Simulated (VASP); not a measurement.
# C (Fd-3m) in VASP: notebook

One crystal, C, is run at these levels: PBEsol, LDA, PBE; tasks: relaxation of cell and atoms.

Program: VASP 6.6.1. These are calculated values, not measurements. Logs are shortened: lines on timing, memory, paths and dates and some standing lists are left out, and cuts for length are marked.

## (1) The structure

It takes space group Fd-3m (No. 227, cubic). The conventional cell has a = 3.567 Å, b = 3.567 Å, c = 3.567 Å, α = 90.00°, β = 90.00°, γ = 90.00°. C (site symmetry -43m) is surrounded by 4 C at 1.54 Å.

This isn't the form of C at room conditions, which is graphite.

## (2) Relaxation of cell and atoms, PBEsol

Input file INCAR:

```
SYSTEM = C
  PREC = Accurate
  ENCUT = 600
  EDIFF = 1E-6
  ISMEAR = 0
  SIGMA = 0.03
  LREAL = .FALSE.
  LASPH = .TRUE.
  NELM = 80
  ALGO = Normal
  ISIF = 3
  LWAVE = .FALSE.
  LCHARG = .FALSE.
  GGA = PS
  IBRION = 2
  NSW = 90
  EDIFFG = -0.01
```

Input file KPOINTS:

```
Automatic mesh
0
G
  14 14 14
  0 0 0
```

Input file POSCAR:

```
C
1.0
    0.0000000000      1.7833700000      1.7833700000
    1.7833700000      0.0000000000      1.7833700000
    1.7833700000      1.7833700000      0.0000000000
C
2
Direct
    0.0000000000      0.0000000000      0.0000000000
    0.2500000000      0.2500000000      0.2500000000
```

Potentials or basis: VASP PAW PBE potentials, release 64 (C).

On the command line:

```sh
cat potpaw_PBE.64/C/POTCAR > POTCAR
mpirun -np 1 vasp_std > vasp.out
```

OUTCAR:

```text
SYSTEM = C
   PREC = Accurate
   ENCUT = 600
   EDIFF = 1E-6
   ISMEAR = 0
   LREAL = .FALSE.
   LASPH = .TRUE.
   NELM = 80
   ISIF = 3
   GGA = PS
   IBRION = 2
   NSW = 90
   EDIFFG = -0.01

 ion  position               nearest neighbor table
   1  0.000  0.000  0.000-   2 1.54   2 1.54   2 1.54   2 1.54
   2  0.250  0.250  0.250-   1 1.54   1 1.54   1 1.54   1 1.54

  LATTYP: Found a face centered cubic cell.
 ALAT       =     3.5667400000

  Lattice vectors:

 A1 = (   0.0000000000,   1.7833700000,   1.7833700000)
 A2 = (   1.7833700000,   0.0000000000,   1.7833700000)
 A3 = (   1.7833700000,   1.7833700000,   0.0000000000)

Analysis of symmetry for initial positions (statically):
=====================================================================
 Subroutine PRICEL returns:
 Original cell was already a primitive cell.

 Routine SETGRP: Setting up the symmetry group for a
 face centered cubic supercell.

 Subroutine GETGRP returns: Found 48 space group operations
 (whereof 24 operations were pure point group operations)
 out of a pool of 48 trial point group operations.

The static configuration has the point symmetry T_d .
 The point group associated with its full space group is O_h .

Analysis of symmetry for dynamics (positions and initial velocities):
=====================================================================
 Subroutine PRICEL returns:
 Original cell was already a primitive cell.

 Routine SETGRP: Setting up the symmetry group for a
 face centered cubic supercell.

 Subroutine GETGRP returns: Found 48 space group operations
 (whereof 24 operations were pure point group operations)
 out of a pool of 48 trial point group operations.

The dynamic configuration has the point symmetry T_d .
 The point group associated with its full space group is O_h .

 Subroutine INISYM returns: Found 48 space group operations
 (whereof 24 operations are pure point group operations),
 and found     1 'primitive' translations

----------------------------------------------------------------------------------------

                                     Primitive cell

  volume of cell :      11.3437

  direct lattice vectors                    reciprocal lattice vectors
     0.000000000  1.783370000  1.783370000    -0.280368067  0.280368067  0.280368067
     1.783370000  0.000000000  1.783370000     0.280368067 -0.280368067  0.280368067
     1.783370000  1.783370000  0.000000000     0.280368067  0.280368067 -0.280368067

  length of vectors
     2.522066041  2.522066041  2.522066041     0.485611737  0.485611737  0.485611737

  position of ions in fractional coordinates (direct lattice)
     0.000000000  0.000000000  0.000000000
     0.250000000  0.250000000  0.250000000

  ion indices of the primitive-cell ions
   primitive index   ion index
                 1           1
                 2           2

----------------------------------------------------------------------------------------

 KPOINTS: Automatic mesh

Automatic generation of k-mesh.
 Grid dimensions read from file:
 generate k-points for:   14   14   14

 Generating k-lattice:

  Cartesian coordinates                     Fractional coordinates (reciprocal lattice)
    -0.020026291  0.020026291  0.020026291     0.071428571  0.000000000  0.000000000
     0.020026291 -0.020026291  0.020026291     0.000000000  0.071428571  0.000000000
     0.020026291  0.020026291 -0.020026291     0.000000000  0.000000000  0.071428571

  Length of vectors
     0.034686553  0.034686553  0.034686553

  Shift w.r.t. Gamma in fractional coordinates (k-lattice)
     0.000000000  0.000000000  0.000000000

 Subroutine IBZKPT returns following result:
 ===========================================

 Found    104 irreducible k-points:

 Following reciprocal coordinates:
            Coordinates               Weight
  0.000000  0.000000  0.000000      1.000000
  0.071429  0.000000  0.000000      8.000000
  0.142857  0.000000  0.000000      8.000000
  0.214286  0.000000  0.000000      8.000000
  0.285714  0.000000  0.000000      8.000000
  0.357143  0.000000  0.000000      8.000000
[... 16 lines left out ...]
  0.214286  0.142857  0.000000     24.000000
  0.285714  0.142857  0.000000     24.000000
 [... further k-points ...]
   k-points           NKPTS =    104   k-points in BZ     NKDIM =    104   number of bands    NBANDS=      8
   number of dos      NEDOS =    301   number of ions     NIONS =      2
   total plane-waves  NPLWV =   8000
   dimension x,y,z NGX =    20 NGY =   20 NGZ =   20
   dimension x,y,z NGXF=    40 NGYF=   40 NGZF=   40
   ions per type =               2
   NGX,Y,Z   is equivalent  to a cutoff of  13.18, 13.18, 13.18 a.u.
   NGXF,Y,Z  is equivalent  to a cutoff of  26.37, 26.37, 26.37 a.u.
 SYSTEM =  C
   PREC   = accura    normal or accurate (medium, high low for compatibility)
   ISTART =      0    job   : 0-new  1-cont  2-samecut
   ICHARG =      2    charge: 1-file 2-atom 10-const
   ISPIN  =      1    spin polarized calculation?
   LNONCOLLINEAR =      F non collinear calculations
   LSORBIT =      F    spin-orbit coupling
   LASPH  =      T    aspherical Exc in radial PAW
   ENCUT  =  600.0 eV  44.10 Ry    6.64 a.u.   5.04  5.04  5.04*2*pi/ulx,y,z
   NELM   =     80;   NELMIN=  2; NELMDL= -5     # of ELM steps
   EDIFF  = 0.1E-05   stopping-criterion for ELM
   LREAL  =      F    real-space projection
   EDIFFG = -.1E-01   stopping-criterion for IOM
   NSW    =     90    number of steps for IOM
   IBRION =      2    ionic relax: 0-MD 1-quasi-New 2-CG
   NFREE  =      1    steps in history (QN), initial steepest desc. (CG)
   ISIF   =      3    stress and relaxation
   ISYM   =      2    0-nonsym 1-usesym 2-fastsym
   POTIM  = 0.5000    time-step for ionic-motion
   TEBEG  =    0.0;   TEEND  =   0.0 temperature during run
   PSTRESS=    0.0 pullay stress
   NELECT =       8.0000    total number of electrons
   NUPDOWN=      -1.0000    fix difference up-down
   EMIN   =  10.00;   EMAX   =-10.00  energy-range for DOS
   EFERMI =   0.00;   METHOD = LEGACY
   ISMEAR =     0;   SIGMA  =   0.03  broadening in eV -4-tet -1-fermi 0-gaus
   EFERMI_NEDOS =   21; number of points for ismear=-14 and -15
   IALGO  =     38    algorithm
   IMIX   =      4    mixing-type and parameters
     AMIX     =   0.40;   BMIX     =  1.00
     AMIX_MAG =   1.60;   BMIX_MAG =  1.00
  volume/ion in A,a.u.               =       5.67        38.28
  Fermi-wavevector in a.u.,A,eV,Ry     =   1.457203  2.753714 28.891161  2.123440
  Thomas-Fermi vector in A             =   2.574032
   LORBIT       =      0    0 simple, 1 ext, 2 COOP (PROOUT), +10 PAW based schemes
   GGA     = PS    functional components
   LHFCALC =     F    Hartree Fock is set to
   AEXX    =    0.0000 exact exchange contribution
   IVDW    =     0    specifies the selected vdW correction
   LEPSILON=     F    determine dielectric tensor
   LRPA    =     F    only Hartree local field effects (RPA)
 conjugate gradient relaxation of ions
 non-spin polarized calculation
 Gauss-broadening in eV      SIGMA  =   0.03
  energy-cutoff  :      600.00
  volume of cell :       11.34
 maximum number of plane-waves:       388
   NGX =  9   NGY =  9   NGZ =  9

--------------------------------------- Ionic step        1  -------------------------------------------

 number of electron       7.9999999 magnetization

 Free energy of the ion-electron system (eV)
  ---------------------------------------------------
  ext. energy  EPLUGINS =         0.00000000
  ---------------------------------------------------
  free energy    TOTEN  =       -19.25323573 eV

  energy without entropy =      -19.25323573  energy(sigma->0) =      -19.25323573

 E-fermi :   9.8757     XC(G=0): -13.4328

 val. band max:        9.7081039549   @ k =   0.0000   0.0000   0.0000
 cond. band min:      13.7143554445   @ k =   0.3571   0.3571   0.0000
 fundamental gap:      4.0062514896
 Fermi energy:         9.8757204968

 k-point     1 :       0.0000    0.0000    0.0000
  band No.  band energies     occupation
      1     -11.8132      2.00000
      2       9.7081      2.00000
      3       9.7081      2.00000
      4       9.7081      2.00000
      5      15.2475      0.00000
      6      15.2475      0.00000
      7      15.2475      0.00000
      8      23.0763      0.00000

 k-point     2 :       0.0714    0.0000    0.0000
  band No.  band energies     occupation
      1     -11.6716      2.00000
      2       8.7675      2.00000
      3       9.4626      2.00000
      4       9.4626      2.00000
      5      15.5680      0.00000
      6      15.5680      0.00000
      7      15.8077      0.00000
      8      23.1899      0.00000

 k-point     3 :       0.1429    0.0000    0.0000
  band No.  band energies     occupation
      1     -11.2477      2.00000
      2       6.7134      2.00000
      3       8.8928      2.00000
      4       8.8928      2.00000
      5      16.3169      0.00000
      6      16.3169      0.00000
      7      16.7738      0.00000
      8      23.5210      0.00000
[... 280 lines left out ...]
 VOLUME and BASIS-vectors are now :
 -----------------------------------------------------------------------------
  energy-cutoff  :      600.00
  volume of cell :       11.09
      direct lattice vectors                 reciprocal lattice vectors
     0.000000000  1.769953675  1.769953675    -0.282493269  0.282493269  0.282493269
     1.769953675 -0.000000000  1.769953675     0.282493269 -0.282493269  0.282493269
     1.769953675  1.769953675  0.000000000     0.282493269  0.282493269 -0.282493269

 POSITION                                       TOTAL-FORCE (eV/Angst)
 -----------------------------------------------------------------------------------
      3.53991      1.76995      1.76995        -0.000000      0.000000     -0.000000
      0.88498      0.88498      0.88498         0.000000     -0.000000      0.000000
 -----------------------------------------------------------------------------------
    total drift:                                0.000000      0.000000      0.000000

  FREE ENERGIE OF THE ION-ELECTRON SYSTEM (eV)
  ---------------------------------------------------
  free  energy   TOTEN  =       -19.2522571314 eV

  energy  without entropy=      -19.2522571314  energy(sigma->0) =      -19.25225713

--------------------------------------- Ionic step        3  -------------------------------------------

 number of electron       7.9999999 magnetization

 Free energy of the ion-electron system (eV)
  ---------------------------------------------------
  ext. energy  EPLUGINS =         0.00000000
  ---------------------------------------------------
  free energy    TOTEN  =       -19.25479916 eV

  energy without entropy =      -19.25479916  energy(sigma->0) =      -19.25479916

 E-fermi :  10.0479     XC(G=0): -13.4820

 val. band max:        9.8526693231   @ k =   0.0000   0.0000   0.0000
 cond. band min:      13.8814781584   @ k =   0.3571   0.3571   0.0000
 fundamental gap:      4.0288088353
 Fermi energy:        10.0479333583

 k-point     1 :       0.0000    0.0000    0.0000
  band No.  band energies     occupation
      1     -11.8030      2.00000
      2       9.8527      2.00000
      3       9.8527      2.00000
      4       9.8527      2.00000
      5      15.4195      0.00000
      6      15.4195      0.00000
      7      15.4195      0.00000
      8      23.4486      0.00000

 k-point     2 :       0.0714    0.0000    0.0000
  band No.  band energies     occupation
      1     -11.6605      2.00000
      2       8.9044      2.00000
      3       9.6044      2.00000
      4       9.6044      2.00000
      5      15.7436      0.00000
      6      15.7436      0.00000
      7      15.9889      0.00000
      8      23.5565      0.00000

 k-point     3 :       0.1429    0.0000    0.0000
  band No.  band energies     occupation
      1     -11.2337      2.00000
      2       6.8353      2.00000
      3       9.0287      2.00000
      4       9.0287      2.00000
      5      16.5001      0.00000
      6      16.5001      0.00000
      7      16.9751      0.00000
      8      23.8703      0.00000
[... 244 lines left out ...]
 VOLUME and BASIS-vectors are now :
 -----------------------------------------------------------------------------
  energy-cutoff  :      600.00
  volume of cell :       11.23
      direct lattice vectors                 reciprocal lattice vectors
     0.000000000  1.777454278  1.777454278    -0.281301188  0.281301188  0.281301188
     1.777454278 -0.000000000  1.777454278     0.281301188 -0.281301188  0.281301188
     1.777454278  1.777454278  0.000000000     0.281301188  0.281301188 -0.281301188

 POSITION                                       TOTAL-FORCE (eV/Angst)
 -----------------------------------------------------------------------------------
      0.00000      0.00000      0.00000        -0.000000     -0.000000     -0.000000
      0.88873      0.88873      0.88873         0.000000      0.000000      0.000000
 -----------------------------------------------------------------------------------
    total drift:                                0.000000      0.000000      0.000000

  FREE ENERGIE OF THE ION-ELECTRON SYSTEM (eV)
  ---------------------------------------------------
  free  energy   TOTEN  =       -19.2547991610 eV

  energy  without entropy=      -19.2547991610  energy(sigma->0) =      -19.25479916

 reached required accuracy - stopping structural energy minimisation
```

Run time: 8 s. Hardware: 1 thread of Intel Xeon 6975P-C (Granite Rapids), shared host; peak memory 0.12 GiB.

Results:

| Quantity | Value |
| --- | --- |
| Free energy | -19.2548 eV |
| Relaxed volume | 5.62 Å³/atom |
| Relaxed cell | a = 2.514 Å, b = 2.514 Å, c = 2.514 Å, α = 60.00°, β = 60.00°, γ = 60.00° |
| Space group after relaxing (to 0.05 Å) | Fd-3m (No. 227) |
| Energy gained by relaxing | 0.8 meV/atom |
| Ionic steps | 3 |
| Pressure after relaxing | 0.0 GPa |
| Band gap on the k mesh | 4.03 eV, indirect (least direct gap 5.57 eV) |

The path:
| step | energy change (eV) | largest force (eV/Å) | pressure (GPa) | volume (Å³) |
| --- | --- | --- | --- | --- |
| 1 | 0.0000 | 0.0000 | -4.41 | 11.34 |
| 2 | 0.0010 | 0.0000 | 5.83 | 11.09 |
| 3 | -0.0016 | 0.0000 | -0.01 | 11.23 |

Final structure:
```cif
data_structure
_symmetry_space_group_name_H-M 'P 1'
_symmetry_Int_Tables_number 1
_cell_length_a 2.5137
_cell_length_b 2.5137
_cell_length_c 2.5137
_cell_angle_alpha 60.000
_cell_angle_beta 60.000
_cell_angle_gamma 60.000
_cell_volume 11.23
loop_
_atom_site_label
_atom_site_type_symbol
_atom_site_fract_x
_atom_site_fract_y
_atom_site_fract_z
_atom_site_occupancy
C1 C 0.00000 0.00000 0.00000 1
C2 C 0.25000 0.25000 0.25000 1
```

Levels at points of the mesh, in eV from the valence-band top:
```tsv
k point	band 1	band 2	band 3	band 4	band 5	band 6	band 7	band 8
(0.00, 0.00, 0.00)	-21.66	0.00	0.00	0.00	5.57	5.57	5.57	13.60
(0.50, 0.00, 0.00)	-15.77	-13.58	-2.84	-2.84	8.43	8.43	8.97	15.58
(0.50, 0.50, 0.00)	-12.85	-12.85	-6.40	-6.40	4.62	4.62	16.93	16.93
```

Caveat: the PAW data sets were made with another functional, which shifts forces and pressure a little. A hybrid or GW would open this gap; PBEsol tends to underestimate it.

## (3) Relaxation of cell and atoms, PBEsol

This run uses another cell than the first one, of 5.62 Å³/atom, 0.990 times its volume.

INCAR: that of step 2 with these lines changed.

```diff
@@ -3,3 +3,3 @@
   ENCUT = 600
-  EDIFF = 1E-6
+  EDIFF = 1E-7
   ISMEAR = 0
@@ -16,2 +16,2 @@
   NSW = 90
-  EDIFFG = -0.01
+  EDIFFG = -0.005
```

KPOINTS is that of step 2.

Input file POSCAR:

```
C                                       
1.0
    0.0000000000      1.7774542777      1.7774542777
    1.7774542777     -0.0000000000      1.7774542777
    1.7774542777      1.7774542777      0.0000000000
  C             
     2
Direct
     0.0000000000000000    0.0000000000000000    0.0000000000000000
     0.2500000000000000    0.2500000000000000    0.2500000000000000
```

Potentials or basis: VASP PAW PBE potentials, release 64 (C).

On the command line:

```sh
cat potpaw_PBE.64/C/POTCAR > POTCAR
mpirun -np 1 vasp_std > vasp.out
```

It took 4.2 s on 1 thread of Intel Xeon 6975P-C (Granite Rapids), shared host; peak memory 0.12 GiB.

Results (log left out):

```yaml
Free_energy: -19.2543 eV
Pressure_after_relaxing: 0.0 GPa
Band_gap_on_the_k_mesh: 4.03 eV, indirect (least direct gap 5.57 eV)
```

Final structure:
```
C
1.0
     0.00000    1.77745    1.77745
     1.77745    0.00000    1.77745
     1.77745    1.77745    0.00000
C
2
Cartesian
  0.0000 0.0000 0.0000
  0.8887 0.8887 0.8887
```

Levels at points of the mesh, in eV from the valence-band top:
```tsv
k point	band 1	band 2	band 3	band 4	band 5	band 6	band 7	band 8
(0.00, 0.00, 0.00)	-21.66	0.00	0.00	0.00	5.57	5.57	5.57	13.60
(0.50, 0.00, 0.00)	-15.77	-13.58	-2.84	-2.84	8.43	8.43	8.97	15.58
(0.50, 0.50, 0.00)	-12.85	-12.85	-6.40	-6.40	4.62	4.62	16.93	16.93
```

Caveat: the relaxation stopped at its first step, so nothing moved; the PAW data sets were made with another functional, which shifts forces and pressure a little.

(Continued in part 2 of 2.)
